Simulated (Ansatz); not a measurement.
Level of theory: DFT PBE+D3(BJ), scalar-relativistic, plane waves, PAW in Ansatz. Settings: cutoff 420 eV, Γ-centred meshes spaced at most about 0.3 Å⁻¹ (2π included), Gaussian smearing. No spin polarisation in the final relaxations.

All energies are static (0 K, no zero-point motion).

Two forms of SiO₂ were relaxed alike.

A.

```
Si O
1.0
     1.34276    0.77524    4.90050
    -1.34276    0.77524    4.90050
     0.00000   -1.55049    4.90050
Si O
1 2
Direct
  0.00000 0.00000 0.00000
  0.39567 0.39567 0.39567
  0.60433 0.60433 0.60433
```

B.

```
Si O
1.0
     2.32721   -1.34376    0.00000
     2.32721    1.34376    0.00000
    -1.53467    0.00000    4.57545
Si O
1 2
Cartesian
  0.0000 0.0000 0.0000
  3.1030 0.0000 0.9149
  0.0167 0.0000 3.6605
```

Question: Which is lower in energy, and by how much?

Answer: B is lower, by 10 meV/atom. A has space group R-3m (No. 166), 10.2 Å³/atom and a gap of 6.21 eV on its mesh; B has space group C2/m (No. 12), 9.5 Å³/atom and a gap of 6.16 eV. In A, around Si lie 6 O at 1.80 Å; O has 3 Si at 1.80 Å. In B, Si has 6 O at 1.80 Å; O is surrounded by 3 Si at 1.80 Å. Both come from invented guesses. The part of the Crystallography Open Database at hand lists SiO2 in space groups No. 1, 3, 5, 6, 7 and others; sharing a group (C2/m) doesn't make a cell the listed structure.

Kohn–Sham gaps at this level usually fall short of measured ones. Cells relaxed within their symmetry can be saddle points. The C2/m cell of SiO2 came from shaking the R-3m one.
